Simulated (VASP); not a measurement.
Set up this calculation in VASP 6.6.1, as the native input.

```
Task                   : relaxation of shape and atoms at fixed volume
Functional             : PBE
Dispersion             : D3(BJ)
Potentials or basis    : VASP PAW PBE potentials, release 64 (W_sv, Se)
Cutoff                 : 600 eV
k mesh                 : 9 × 9 × 2
Occupations            : gaussian, width 0.03 eV
Spin                   : no spin polarisation
Further INCAR settings : ALGO = Fast; EDIFF = 1e-07; IBRION = 2; EDIFFG = -0.01; NSW = 40; ISIF = 4
```

The structure of WSe2 lies in POSCAR:

```
WSe2                                    
1.0
    3.2143595278      0.0000000000      0.0000000000
   -1.6071797639      2.7837170080      0.0000000000
    0.0000000000      0.0000000000     12.5305307704
  W               Se            
     2     4
Direct
     0.3333333332999970    0.6666666667000030    0.2500000000000000
     0.6666666667000030    0.3333333332999970    0.7500000000000000
     0.3333333332999970    0.6666666667000030    0.6181949418054202
     0.6666666667000030    0.3333333332999970    0.1181949418054202
     0.3333333332999970    0.6666666667000030    0.8818050581945798
     0.6666666667000030    0.3333333332999970    0.3818050581945798
```

The cell isn't the ideal one: a relaxed cell with its volume scaled by 0.94.

One way to write it, as run:

INCAR

```
SYSTEM = WSe2
  PREC = Accurate
  ENCUT = 600
  EDIFF = 1E-7
  ISMEAR = 0
  SIGMA = 0.03
  LREAL = .FALSE.
  LASPH = .TRUE.
  NELM = 80
  ALGO = Fast
  ISIF = 4
  LWAVE = .FALSE.
  LCHARG = .FALSE.
  GGA = PE
  IVDW = 12
  IBRION = 2
  NSW = 40
  EDIFFG = -0.01
  KPAR = 2
```

KPOINTS

```
Automatic mesh
0
G
  9 9 2
  0 0 0
```

Potentials or basis: VASP PAW PBE potentials, release 64 (W_sv, Se).

Launch:

```sh
$ cat potpaw_PBE.64/W_sv/POTCAR potpaw_PBE.64/Se/POTCAR > POTCAR
$ mpirun -np 2 vasp_std > vasp.out
```

Results of the run:

The energy gained by relaxing is 22.0 meV/atom and the ionic steps are 8. The pressure after relaxing is 4.1 GPa. The band gap on the k mesh is 0.81 eV, indirect (least direct gap 1.61 eV) and the dispersion energy per atom is -0.507 eV.

Caveat: spin-orbit coupling is left out, which moves the levels of the heavy elements; an odd mesh through Γ misses points on the zone boundary, where band edges often lie.

Wall time 8 min on 2 MPI ranks on Intel(R) Xeon(R) Platinum 8375C CPU @ 2.90GHz (Ice Lake), with other jobs on the host, peak memory 0.33 GiB a rank.
